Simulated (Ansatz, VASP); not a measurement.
# Two plane-wave programs on CaSe

```
Ca Se
1.0
     0.00000    2.96753    2.96753
     2.96753    0.00000    2.96753
     2.96753    2.96753    0.00000
Ca Se
1 1
Direct
  0.00000 0.00000 0.00000
  0.50000 0.50000 0.50000
```

Alike in both runs: task single point; functional r2SCAN; k mesh 6 × 6 × 6; no spin polarisation.

|  | VASP | Ansatz |
| --- | --- | --- |
| version | VASP 6.6.1 | Ansatz 0.2.0 |
| potentials or method | VASP PAW PBE potentials, release 64 (Ca_sv, Se) | plane waves, PAW |
| plane-wave cutoff (eV) | 520 | 500 |
| occupations | gaussian, width 0.01 eV | fixed |
| valence electrons in the cell | 16 | 26 |

|  | VASP | Ansatz | Ansatz less VASP |
| --- | --- | --- | --- |
| gap on the k mesh at the Fermi level (eV) | 2.52 | 2.52 | 0.000 |
| pressure (GPa) | 0.2 | 0.0 | -0.24 |

The two sets of potentials don't hold the same shells in valence.

Caveats: the PAW data sets were made with another functional, which shifts forces and pressure a little (VASP). A k mesh can miss the band edges.
